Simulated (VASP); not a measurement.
# Mo (Im-3m) in VASP: settings compared

One crystal, Mo, is run at these levels: PBE, LDA; tasks: single point.

Everything below comes from runs of VASP 6.6.1. Logs are shortened: lines on timing, memory, paths and dates and some standing lists are left out, and cuts for length are marked.

## Step 1: Starting point

The structure is cubic, space group Im-3m (No. 229). The conventional cell has a = 3.147 Å, b = 3.147 Å, c = 3.147 Å, α = 90.00°, β = 90.00°, γ = 90.00°. Around Mo (site symmetry m-3m) lie 8 Mo at 2.73 Å.

## Step 2: Single point, PBE

INCAR reads:

```
SYSTEM = Mo
PREC = Accurate
ENCUT = 520
EDIFF = 1E-6
ISMEAR = -1
SIGMA = 0.1
LREAL = .FALSE.
LASPH = .TRUE.
NELM = 80
ALGO = Normal
ISIF = 2
LWAVE = .FALSE.
LCHARG = .TRUE.
GGA = PE
LELF = .TRUE.
LVHAR = .TRUE.
```

KPOINTS reads:

```
Automatic mesh
0
G
  24 24 24
  0 0 0
```

POSCAR reads:

```
Mo
1.0
   -1.5735000000      1.5735000000      1.5735000000
    1.5735000000     -1.5735000000      1.5735000000
    1.5735000000      1.5735000000     -1.5735000000
Mo
1
Direct
    0.0000000000      0.0000000000      0.0000000000
```

Potentials or basis: VASP PAW PBE potentials, release 64 (Mo_sv).

Launch:

```console
cat potpaw_PBE.64/Mo_sv/POTCAR > POTCAR
mpirun -np 1 vasp_std > vasp.out
```

OUTCAR:

```text
SYSTEM = Mo
   PREC = Accurate
   ENCUT = 520
   EDIFF = 1E-6
   ISMEAR = -1
   LREAL = .FALSE.
   LASPH = .TRUE.
   NELM = 80
   ISIF = 2
   GGA = PE

 ion  position               nearest neighbor table
   1  0.000  0.000  0.000-

  LATTYP: Found a body centered cubic cell.
 ALAT       =     3.1470000000

  Lattice vectors:

 A1 = (  -1.5735000000,   1.5735000000,   1.5735000000)
 A2 = (   1.5735000000,  -1.5735000000,   1.5735000000)
 A3 = (   1.5735000000,   1.5735000000,  -1.5735000000)

Analysis of symmetry for initial positions (statically):
=====================================================================
 Subroutine PRICEL returns:
 Original cell was already a primitive cell.

 Routine SETGRP: Setting up the symmetry group for a
 body centered cubic supercell.

 Subroutine GETGRP returns: Found 48 space group operations
 (whereof 48 operations were pure point group operations)
 out of a pool of 48 trial point group operations.

The static configuration has the point symmetry O_h .

Analysis of symmetry for dynamics (positions and initial velocities):
=====================================================================
 Subroutine PRICEL returns:
 Original cell was already a primitive cell.

 Routine SETGRP: Setting up the symmetry group for a
 body centered cubic supercell.

 Subroutine GETGRP returns: Found 48 space group operations
 (whereof 48 operations were pure point group operations)
 out of a pool of 48 trial point group operations.

The dynamic configuration has the point symmetry O_h .

 Subroutine INISYM returns: Found 48 space group operations
 (whereof 48 operations are pure point group operations),
 and found     1 'primitive' translations

----------------------------------------------------------------------------------------

                                     Primitive cell

  volume of cell :      15.5833

  direct lattice vectors                    reciprocal lattice vectors
    -1.573500000  1.573500000  1.573500000     0.000000000  0.317762949  0.317762949
     1.573500000 -1.573500000  1.573500000     0.317762949  0.000000000  0.317762949
     1.573500000  1.573500000 -1.573500000     0.317762949  0.317762949  0.000000000

  length of vectors
[... 69 lines left out ...]
   NGXF,Y,Z  is equivalent  to a cutoff of  24.40, 24.40, 24.40 a.u.
 SYSTEM =  Mo
   PREC   = accura    normal or accurate (medium, high low for compatibility)
   ISTART =      0    job   : 0-new  1-cont  2-samecut
   ICHARG =      2    charge: 1-file 2-atom 10-const
   ISPIN  =      1    spin polarized calculation?
   LNONCOLLINEAR =      F non collinear calculations
   LSORBIT =      F    spin-orbit coupling
   LASPH  =      T    aspherical Exc in radial PAW
   ENCUT  =  520.0 eV  38.22 Ry    6.18 a.u.   5.07  5.07  5.07*2*pi/ulx,y,z
   NELM   =     80;   NELMIN=  2; NELMDL= -5     # of ELM steps
   EDIFF  = 0.1E-05   stopping-criterion for ELM
   LREAL  =      F    real-space projection
[... 7 lines left out ...]
   TEBEG  =    0.0;   TEEND  =   0.0 temperature during run
   PSTRESS=    0.0 pullay stress
   NELECT =      14.0000    total number of electrons
   NUPDOWN=      -1.0000    fix difference up-down
   EMIN   =  10.00;   EMAX   =-10.00  energy-range for DOS
   EFERMI =   0.00;   METHOD = LEGACY
   ISMEAR =    -1;   SIGMA  =   0.10  broadening in eV -4-tet -1-fermi 0-gaus
   EFERMI_NEDOS =   21; number of points for ismear=-14 and -15
   IALGO  =     38    algorithm
   IMIX   =      4    mixing-type and parameters
     AMIX     =   0.40;   BMIX     =  1.00
     AMIX_MAG =   1.60;   BMIX_MAG =  1.00
  volume/ion in A,a.u.               =      15.58       105.16
  Fermi-wavevector in a.u.,A,eV,Ry     =   1.579662  2.985128 33.951042  2.495331
  Thomas-Fermi vector in A             =   2.680007
   LORBIT       =      0    0 simple, 1 ext, 2 COOP (PROOUT), +10 PAW based schemes
   GGA     = PE    functional components
   LHFCALC =     F    Hartree Fock is set to
   AEXX    =    0.0000 exact exchange contribution
   IVDW    =     0    specifies the selected vdW correction
   LEPSILON=     F    determine dielectric tensor
   LRPA    =     F    only Hartree local field effects (RPA)
 non-spin polarized calculation
  energy-cutoff  :      520.00
  volume of cell :       15.58
 maximum number of plane-waves:       432
   NGX = 11   NGY = 11   NGZ = 11

 number of electron      14.0000001 magnetization

 Free energy of the ion-electron system (eV)
  ---------------------------------------------------
  ext. energy  EPLUGINS =         0.00000000
  ---------------------------------------------------
  free energy    TOTEN  =       -10.94285353 eV

  energy without entropy =      -10.92141055  energy(sigma->0) =      -10.93213204

 E-fermi :  12.6632     XC(G=0): -13.4079

 val. band max:       12.6626413555   @ k =  -0.1250   0.2083   0.0417
 cond. band min:      12.6688159517   @ k =  -0.1667   0.2083   0.0833
 fundamental gap:      0.0061745962
 Fermi energy:        12.6632036223

 k-point     1 :       0.0000    0.0000    0.0000
  band No.  band energies     occupation
      1     -48.6368      2.00000
      2     -21.8960      2.00000
      3     -21.8960      2.00000
      4     -21.8960      2.00000
      5       5.3975      2.00000
      6      11.2737      2.00000
      7      11.2737      2.00000
      8      11.2737      2.00000
      9      14.3114      0.00000
     10      14.3114      0.00000
     11      27.4804      0.00000
[... 309 lines left out ...]
 k-point    24 :       0.4583    0.0417   -0.0000
  band No.  band energies     occupation
      1     -48.3686      2.00000
      2     -23.2969      2.00000
      3     -22.3515      2.00000
      4     -21.9181      2.00000
      5       7.3618      2.00000
      6       9.2514      2.00000
      7      13.8593      0.00001
      8      14.3371      0.00000
      9      15.1886      0.00000
     10      17.5094      0.00000
     11      24.3375      0.00000

 [... further k-points ...]
[... 5 lines left out ...]
  --------------------------------------------------------------------------------------
  -------------------------------------------------------------------------------------
  Total        0.4004426      0.4004426      0.4004426     -0.0000000     -0.0000000      0.0000000
  in kB       41.1709232     41.1709232     41.1709232     -0.0000000     -0.0000000      0.0000000
  external PRESSURE =      41.1709232 kB  Pullay stress =       0.0000000 kB

 VOLUME and BASIS-vectors are now :
 -----------------------------------------------------------------------------
  energy-cutoff  :      520.00
  volume of cell :       15.58
      direct lattice vectors                 reciprocal lattice vectors
    -1.573500000  1.573500000  1.573500000     0.000000000  0.317762949  0.317762949
     1.573500000 -1.573500000  1.573500000     0.317762949  0.000000000  0.317762949
     1.573500000  1.573500000 -1.573500000     0.317762949  0.317762949  0.000000000

 POSITION                                       TOTAL-FORCE (eV/Angst)
 -----------------------------------------------------------------------------------
      0.00000      0.00000      0.00000        -0.000000     -0.000000      0.000000
 -----------------------------------------------------------------------------------
    total drift:                                0.000000      0.000000      0.000000

  FREE ENERGIE OF THE ION-ELECTRON SYSTEM (eV)
  ---------------------------------------------------
  free  energy   TOTEN  =       -10.9428535344 eV

  energy  without entropy=      -10.9214105541  energy(sigma->0) =      -10.93213204
```

stdout:

```text
POSCAR found type information on POSCAR Mo
 POSCAR found :  1 types and       1 ions
 scaLAPACK will be used
 LDA part: xc-table for (Slater+PW92), standard interpolation
 POSCAR, INCAR and KPOINTS ok, starting setup
 FFT: planning ... GRIDC
 FFT: planning ... GRID_SOFT
 FFT: planning ... GRID
 WAVECAR not read
 entering main loop
```

Run time: 19 s. Hardware: 1 thread of Intel Xeon 6975P-C (Granite Rapids), shared host; peak memory 0.18 GiB.

Results:

```yaml
Free_energy: -10.9429 eV
Pressure: 4.1 GPa
Band_gap_on_the_k_mesh: none (metal or under the smearing width)
```

Levels at points of the mesh, in eV from the Fermi level:
```csv
k point,band 4,band 5,band 6,band 7,band 8,band 9,band 10,band 11
"(0.00, 0.00, 0.00)",-34.56,-7.27,-1.39,-1.39,-1.39,1.65,1.65,14.82
"(0.50, 0.00, 0.00)",-34.57,-5.36,-3.44,1.62,1.68,2.31,4.75,11.94
"(0.50, 0.50, 0.50)",-35.53,-5.48,-5.48,3.98,3.98,3.98,9.07,9.07
```

## Step 3: Single point, PBE

INCAR is that of step 2.

KPOINTS reads:

```
Automatic mesh
0
G
  36 36 36
  0 0 0
```

POSCAR is that of step 2.

Potentials or basis: VASP PAW PBE potentials, release 64 (Mo_sv).

Launch:

```console
cat potpaw_PBE.64/Mo_sv/POTCAR > POTCAR
mpirun -np 1 vasp_std > vasp.out
```

OUTCAR:

```text
SYSTEM = Mo
   PREC = Accurate
   ENCUT = 520
   EDIFF = 1E-6
   ISMEAR = -1
   LREAL = .FALSE.
   LASPH = .TRUE.
   NELM = 80
   ISIF = 2
   GGA = PE

 ion  position               nearest neighbor table
   1  0.000  0.000  0.000-

  LATTYP: Found a body centered cubic cell.
 ALAT       =     3.1470000000

  Lattice vectors:

 A1 = (  -1.5735000000,   1.5735000000,   1.5735000000)
 A2 = (   1.5735000000,  -1.5735000000,   1.5735000000)
 A3 = (   1.5735000000,   1.5735000000,  -1.5735000000)

Analysis of symmetry for initial positions (statically):
=====================================================================
 Subroutine PRICEL returns:
 Original cell was already a primitive cell.

 Routine SETGRP: Setting up the symmetry group for a
 body centered cubic supercell.

 Subroutine GETGRP returns: Found 48 space group operations
 (whereof 48 operations were pure point group operations)
 out of a pool of 48 trial point group operations.

The static configuration has the point symmetry O_h .

Analysis of symmetry for dynamics (positions and initial velocities):
=====================================================================
 Subroutine PRICEL returns:
 Original cell was already a primitive cell.

 Routine SETGRP: Setting up the symmetry group for a
 body centered cubic supercell.

 Subroutine GETGRP returns: Found 48 space group operations
 (whereof 48 operations were pure point group operations)
 out of a pool of 48 trial point group operations.

The dynamic configuration has the point symmetry O_h .

 Subroutine INISYM returns: Found 48 space group operations
 (whereof 48 operations are pure point group operations),
 and found     1 'primitive' translations

----------------------------------------------------------------------------------------

                                     Primitive cell

  volume of cell :      15.5833

  direct lattice vectors                    reciprocal lattice vectors
    -1.573500000  1.573500000  1.573500000     0.000000000  0.317762949  0.317762949
     1.573500000 -1.573500000  1.573500000     0.317762949  0.000000000  0.317762949
     1.573500000  1.573500000 -1.573500000     0.317762949  0.317762949  0.000000000

  length of vectors
     2.725381946  2.725381946  2.725381946     0.449384672  0.449384672  0.449384672

  position of ions in fractional coordinates (direct lattice)
     0.000000000  0.000000000  0.000000000

  ion indices of the primitive-cell ions
   primitive index   ion index
                 1           1

----------------------------------------------------------------------------------------

 KPOINTS: Automatic mesh

Automatic generation of k-mesh.
 Grid dimensions read from file:
 generate k-points for:   36   36   36

 Generating k-lattice:

  Cartesian coordinates                     Fractional coordinates (reciprocal lattice)
     0.000000000  0.008826749  0.008826749     0.027777778  0.000000000  0.000000000
     0.008826749  0.000000000  0.008826749     0.000000000  0.027777778  0.000000000
     0.008826749  0.008826749  0.000000000     0.000000000  0.000000000  0.027777778

  Length of vectors
     0.012482908  0.012482908  0.012482908

  Shift w.r.t. Gamma in fractional coordinates (k-lattice)
     0.000000000  0.000000000  0.000000000

 Subroutine IBZKPT returns following result:
 ===========================================

 Found   1240 irreducible k-points:

 Following reciprocal coordinates:
            Coordinates               Weight
  0.000000  0.000000  0.000000      1.000000
  0.027778  0.000000  0.000000     12.000000
  0.055556  0.000000  0.000000     12.000000
  0.083333  0.000000  0.000000     12.000000
  0.111111  0.000000  0.000000     12.000000
  0.138889  0.000000  0.000000     12.000000
[... 16 lines left out ...]
  0.111111  0.027778  0.000000     48.000000
  0.138889  0.027778  0.000000     48.000000
 [... further k-points ...]
   k-points           NKPTS =   1240   k-points in BZ     NKDIM =   1240   number of bands    NBANDS=     11
   number of dos      NEDOS =    301   number of ions     NIONS =      1
   total plane-waves  NPLWV =   8000
   dimension x,y,z NGX =    20 NGY =   20 NGZ =   20
   dimension x,y,z NGXF=    40 NGYF=   40 NGZF=   40
   ions per type =               1
   NGX,Y,Z   is equivalent  to a cutoff of  12.20, 12.20, 12.20 a.u.
   NGXF,Y,Z  is equivalent  to a cutoff of  24.40, 24.40, 24.40 a.u.
 SYSTEM =  Mo
   PREC   = accura    normal or accurate (medium, high low for compatibility)
   ISTART =      0    job   : 0-new  1-cont  2-samecut
   ICHARG =      2    charge: 1-file 2-atom 10-const
   ISPIN  =      1    spin polarized calculation?
   LNONCOLLINEAR =      F non collinear calculations
   LSORBIT =      F    spin-orbit coupling
   LASPH  =      T    aspherical Exc in radial PAW
   ENCUT  =  520.0 eV  38.22 Ry    6.18 a.u.   5.07  5.07  5.07*2*pi/ulx,y,z
   NELM   =     80;   NELMIN=  2; NELMDL= -5     # of ELM steps
   EDIFF  = 0.1E-05   stopping-criterion for ELM
   LREAL  =      F    real-space projection
[... 7 lines left out ...]
   TEBEG  =    0.0;   TEEND  =   0.0 temperature during run
   PSTRESS=    0.0 pullay stress
   NELECT =      14.0000    total number of electrons
   NUPDOWN=      -1.0000    fix difference up-down
   EMIN   =  10.00;   EMAX   =-10.00  energy-range for DOS
   EFERMI =   0.00;   METHOD = LEGACY
   ISMEAR =    -1;   SIGMA  =   0.10  broadening in eV -4-tet -1-fermi 0-gaus
   EFERMI_NEDOS =   21; number of points for ismear=-14 and -15
   IALGO  =     38    algorithm
   IMIX   =      4    mixing-type and parameters
     AMIX     =   0.40;   BMIX     =  1.00
     AMIX_MAG =   1.60;   BMIX_MAG =  1.00
  volume/ion in A,a.u.               =      15.58       105.16
  Fermi-wavevector in a.u.,A,eV,Ry     =   1.579662  2.985128 33.951042  2.495331
  Thomas-Fermi vector in A             =   2.680007
   LORBIT       =      0    0 simple, 1 ext, 2 COOP (PROOUT), +10 PAW based schemes
   GGA     = PE    functional components
   LHFCALC =     F    Hartree Fock is set to
   AEXX    =    0.0000 exact exchange contribution
   IVDW    =     0    specifies the selected vdW correction
   LEPSILON=     F    determine dielectric tensor
   LRPA    =     F    only Hartree local field effects (RPA)
 non-spin polarized calculation
  energy-cutoff  :      520.00
  volume of cell :       15.58
 maximum number of plane-waves:       432
   NGX = 11   NGY = 11   NGZ = 11

 number of electron      14.0000001 magnetization

 Free energy of the ion-electron system (eV)
  ---------------------------------------------------
  ext. energy  EPLUGINS =         0.00000000
  ---------------------------------------------------
  free energy    TOTEN  =       -10.94259226 eV

  energy without entropy =      -10.92112292  energy(sigma->0) =      -10.93185759

 E-fermi :  12.6483     XC(G=0): -13.4078

 val. band max:       12.6475524588   @ k =  -0.3056   0.3611   0.1944
 cond. band min:      12.6596672764   @ k =   0.3889   0.1111  -0.0000
 fundamental gap:      0.0121148175
 Fermi energy:        12.6483051168

 k-point     1 :       0.0000    0.0000    0.0000
  band No.  band energies     occupation
      1     -48.6362      2.00000
      2     -21.8954      2.00000
      3     -21.8954      2.00000
      4     -21.8954      2.00000
      5       5.3975      2.00000
      6      11.2742      2.00000
      7      11.2742      2.00000
      8      11.2742      2.00000
      9      14.3117      0.00000
     10      14.3117      0.00000
     11      27.4803      0.00000

 k-point     2 :       0.0278    0.0000    0.0000
  band No.  band energies     occupation
      1     -48.6342      2.00000
      2     -21.9069      2.00000
      3     -21.8990      2.00000
      4     -21.8955      2.00000
      5       5.4322      2.00000
      6      11.2544      2.00000
      7      11.2715      2.00000
      8      11.3065      2.00000
      9      14.2808      0.00000
     10      14.3120      0.00000
     11      27.5075      0.00000
[... 295 lines left out ...]
 k-point    24 :       0.1389    0.0278    0.0000
  band No.  band energies     occupation
      1     -48.5788      2.00000
      2     -22.2211      2.00000
      3     -21.9925      2.00000
      4     -21.9020      2.00000
      5       6.3744      2.00000
      6      10.7535      2.00000
      7      11.0937      2.00000
      8      12.2646      1.95781
      9      13.7457      0.00003
     10      14.3643      0.00000
     11      28.0321      0.00000

 [... further k-points ...]
[... 5 lines left out ...]
  --------------------------------------------------------------------------------------
  -------------------------------------------------------------------------------------
  Total        0.4002952      0.4002952      0.4002952      0.0000000      0.0000000      0.0000000
  in kB       41.1557663     41.1557663     41.1557663      0.0000000      0.0000000      0.0000000
  external PRESSURE =      41.1557663 kB  Pullay stress =       0.0000000 kB

 VOLUME and BASIS-vectors are now :
 -----------------------------------------------------------------------------
  energy-cutoff  :      520.00
  volume of cell :       15.58
      direct lattice vectors                 reciprocal lattice vectors
    -1.573500000  1.573500000  1.573500000     0.000000000  0.317762949  0.317762949
     1.573500000 -1.573500000  1.573500000     0.317762949  0.000000000  0.317762949
     1.573500000  1.573500000 -1.573500000     0.317762949  0.317762949  0.000000000

 POSITION                                       TOTAL-FORCE (eV/Angst)
 -----------------------------------------------------------------------------------
      0.00000      0.00000      0.00000        -0.000000     -0.000000     -0.000000
 -----------------------------------------------------------------------------------
    total drift:                                0.000000     -0.000000      0.000000

  FREE ENERGIE OF THE ION-ELECTRON SYSTEM (eV)
  ---------------------------------------------------
  free  energy   TOTEN  =       -10.9425922569 eV

  energy  without entropy=      -10.9211229190  energy(sigma->0) =      -10.93185759
```

stdout:

```text
POSCAR found type information on POSCAR Mo
 POSCAR found :  1 types and       1 ions
 scaLAPACK will be used
 LDA part: xc-table for (Slater+PW92), standard interpolation
 POSCAR, INCAR and KPOINTS ok, starting setup
 FFT: planning ... GRIDC
 FFT: planning ... GRID_SOFT
 FFT: planning ... GRID
 WAVECAR not read
 entering main loop
```

Run time: 56 s. Hardware: 1 thread of Intel Xeon 6975P-C (Granite Rapids), shared host; peak memory 0.31 GiB.

What came out:

| Item | Value |
| --- | --- |
| Free energy | -10.9426 eV |
| Pressure | 4.1 GPa |
| Band gap on the k mesh | none (metal or under the smearing width) |

[end of part 1 of 2]
